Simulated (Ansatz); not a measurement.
## Se started in the widest void in wurtzite CdSe, 97 atoms, charge 0

These are results of DFT, PBEsol, PAW, plane waves in Ansatz 0.2.0, not measurements.

Command:

```sh
ansatz run in.yaml --threads 8 --pin off --max-ram 118750MiB --runs-dir r --events-out ev --progress --plain --backend cuda --devices 0, --max-vram 170GiB
```

The input less its lattice and atoms:

```yaml
crystal:
  symmetry: { detect: false }
kpoints:
  mp_grid: { grid: [1, 1, 1], shift: [0.25, 0.25, 0.25] }
hamiltonian:
  xc: pbesol
scf:
  occupations: { method: fermi_dirac, width: 0.01 }
relax:
  f_tol: 0.03
  max_steps: 80
  escape_saddle: false
  adjacent_minimum: "off"
output:
  forces: true
  eigenvalues: true
  populations: true
```

Start:

```
Cd Se
1.0
    12.90667    0.00000    0.00000
     0.00000   14.90334    0.00000
     0.00000    0.00000   14.04153
Cd Se
48 49
Direct
  0.99730 0.16675 0.99989
  0.99914 0.16555 0.50093
  0.33449 0.16768 0.99896
  0.33146 0.16685 0.50002
  0.16554 0.41509 0.00101
  0.16802 0.41663 0.49722
  0.99666 0.66747 0.99996
  0.99918 0.66715 0.50119
  0.66633 0.16819 0.99874
  0.66508 0.16766 0.50055
  0.49958 0.41531 0.99915
  0.49845 0.41752 0.50109
  0.33621 0.66414 0.00026
  0.33322 0.66631 0.50092
  0.16665 0.91793 0.00100
  0.16807 0.91743 0.50054
  0.83401 0.41710 0.99794
  0.83292 0.41819 0.50011
  0.66739 0.66684 0.99917
  0.66813 0.66773 0.50216
  0.50047 0.91809 0.00159
  0.50179 0.91601 0.50030
  0.83029 0.91723 0.00006
  0.83003 0.91741 0.50031
  0.16661 0.08463 0.25034
  0.16565 0.08364 0.75168
  0.99783 0.33172 0.25027
  0.00114 0.33491 0.75156
  0.49816 0.08289 0.25203
  0.49846 0.08099 0.75217
  0.33340 0.33349 0.25109
  0.33328 0.33215 0.74745
  0.16818 0.58386 0.25072
  0.16700 0.58141 0.75007
  0.99963 0.83541 0.24916
  0.00160 0.83139 0.74985
  0.83159 0.08268 0.25148
  0.83216 0.08376 0.75129
  0.66330 0.33453 0.24949
  0.66573 0.33195 0.75241
  0.49906 0.58444 0.25076
  0.49734 0.58405 0.75212
  0.33367 0.83183 0.24940
  0.33299 0.83249 0.74930
  0.83265 0.58195 0.24713
  0.83307 0.58495 0.74821
  0.66500 0.83388 0.25087
  0.66604 0.83434 0.75365
  0.99904 0.16672 0.18893
  0.00156 0.16767 0.68899
  0.33277 0.16653 0.18982
  0.33126 0.16645 0.68710
  0.16616 0.41855 0.18881
  0.16342 0.41472 0.68924
  0.00018 0.66592 0.18522
  0.00322 0.66731 0.68712
  0.66810 0.16534 0.18816
  0.66427 0.16341 0.68809
  0.50070 0.41840 0.18766
  0.50016 0.41594 0.68883
  0.33357 0.66804 0.18958
  0.33305 0.66587 0.69074
  0.16533 0.91660 0.18852
  0.16701 0.92083 0.68839
  0.83354 0.41779 0.18982
  0.83467 0.42013 0.68917
  0.66723 0.66697 0.18994
  0.66877 0.66634 0.68741
  0.49958 0.91678 0.18885
  0.49976 0.91563 0.69072
  0.83577 0.91514 0.18929
  0.83521 0.91685 0.68894
  0.16823 0.08320 0.43685
  0.17050 0.08465 0.93723
  0.99977 0.33047 0.43696
  0.99807 0.33304 0.93917
  0.50117 0.08384 0.43886
  0.50161 0.08367 0.93664
  0.33469 0.33196 0.43676
  0.33378 0.33273 0.93838
  0.16810 0.58195 0.43786
  0.16588 0.58357 0.93801
  0.99888 0.83357 0.43855
  0.99587 0.83464 0.93809
  0.83333 0.08281 0.43981
  0.83463 0.08282 0.93660
  0.66611 0.33378 0.43655
  0.66708 0.33486 0.93705
  0.49974 0.58335 0.43900
  0.49896 0.58243 0.93968
  0.33454 0.83279 0.43579
  0.33217 0.83279 0.93703
  0.83298 0.58170 0.43827
  0.83271 0.58205 0.93644
  0.66611 0.83422 0.43670
  0.66762 0.83209 0.94081
  0.66836 0.49978 0.59201
```

Steps:

```tsv
step	energy less the first (eV)	largest force component (eV/Å)
start	0.000	1.116
1	-0.724	0.265
2	-0.996	0.436
3	-1.160	0.307
4	-1.255	0.590
5	-1.408	0.412
6	-1.550	0.292
7	-1.718	0.537
8	-1.894	0.520
9	-2.061	0.436
10	-2.181	0.281
11	-2.267	0.111
12	-2.292	0.032
13	-2.294	0.027
```

End:

```
Cd Se
1.0
    12.90667    0.00000    0.00000
     0.00000   14.90334    0.00000
     0.00000    0.00000   14.04153
Cd Se
48 49
Direct
  0.99856 0.16353 0.00369
  0.99608 0.16788 0.49871
  0.33098 0.16648 0.00171
  0.32967 0.16742 0.49876
  0.16610 0.41861 0.00180
  0.15745 0.41636 0.50179
  0.00130 0.66841 0.00007
  0.99905 0.66585 0.50167
  0.66366 0.16324 0.99856
  0.66138 0.16463 0.49770
  0.49697 0.41850 0.99752
  0.49362 0.41451 0.49784
  0.33293 0.66577 0.00032
  0.33302 0.66511 0.50056
  0.16605 0.91698 0.00142
  0.16403 0.91609 0.49949
  0.83155 0.41754 0.99768
  0.81551 0.41416 0.47669
  0.66388 0.66899 0.99946
  0.66842 0.66486 0.50300
  0.49749 0.91634 0.00116
  0.49662 0.91426 0.49939
  0.83144 0.91727 0.00184
  0.83113 0.91581 0.49971
  0.16483 0.08319 0.25170
  0.16715 0.08675 0.75079
  0.99545 0.33311 0.24875
  0.01212 0.32562 0.76098
  0.49639 0.08235 0.25068
  0.49408 0.08019 0.74983
  0.32925 0.33364 0.25032
  0.33200 0.33325 0.75255
  0.16525 0.58343 0.25156
  0.16963 0.58710 0.74889
  0.99854 0.83389 0.25050
  0.00442 0.84748 0.75252
  0.83064 0.08237 0.25149
  0.83175 0.08395 0.75060
  0.65901 0.33092 0.23716
  0.64999 0.31981 0.75568
  0.49908 0.58356 0.25212
  0.50794 0.58408 0.74724
  0.33120 0.83209 0.25011
  0.33299 0.83190 0.75118
  0.83157 0.58560 0.24567
  0.84915 0.60210 0.75686
  0.66433 0.83316 0.25167
  0.66598 0.83722 0.75047
  0.99737 0.16538 0.19026
  0.99850 0.16614 0.68746
  0.33073 0.16684 0.18886
  0.33244 0.16884 0.68683
  0.16262 0.41709 0.18891
  0.17132 0.41981 0.68890
  0.00026 0.66766 0.18734
  0.01312 0.68416 0.68755
  0.66372 0.16224 0.18527
  0.66207 0.15972 0.68570
  0.49321 0.41868 0.18463
  0.49246 0.41784 0.68561
  0.33214 0.66561 0.18816
  0.33890 0.66677 0.68789
  0.16544 0.91699 0.18882
  0.17256 0.92215 0.68697
  0.82870 0.41710 0.18590
  0.92421 0.45626 0.67011
  0.66346 0.66759 0.18683
  0.67404 0.67159 0.69072
  0.49764 0.91584 0.18862
  0.49795 0.91547 0.68702
  0.83105 0.91605 0.18915
  0.83311 0.91909 0.68749
  0.16269 0.08333 0.43899
  0.16504 0.08337 0.93834
  0.99144 0.33362 0.43640
  0.99960 0.33119 0.94506
  0.49425 0.08080 0.43795
  0.49578 0.08243 0.93726
  0.32458 0.33365 0.43744
  0.33080 0.33284 0.93924
  0.16531 0.58273 0.43912
  0.16600 0.58375 0.93697
  0.99765 0.83298 0.43778
  0.99860 0.83563 0.93932
  0.82978 0.08274 0.43881
  0.83208 0.08326 0.93774
  0.65018 0.32547 0.42362
  0.66391 0.33151 0.93986
  0.50068 0.58251 0.43956
  0.49966 0.58427 0.93531
  0.32989 0.83149 0.43769
  0.33143 0.83263 0.93878
  0.83338 0.58548 0.43300
  0.83247 0.58570 0.94102
  0.66430 0.83191 0.43913
  0.66490 0.83549 0.93827
  0.73820 0.44121 0.65247
```

The run converged.

Time: 26 s of wall time on one NVIDIA GB200 with 8 processor threads, on a host shared with other runs; peak host memory 2.7 GiB.

(1) How much energy did the relaxation gain, and which atom moved most?

The one k point has no symmetry partners, which can distort the end along one axis.

## Answers

(1) 2.29 eV in 13 steps, from a start with small random displacements (neighbours that lie too close to an added atom are first pushed off); atom 97 (Se) moved 1.52 Å, the median atom 0.06 Å (drift of the whole cell removed).
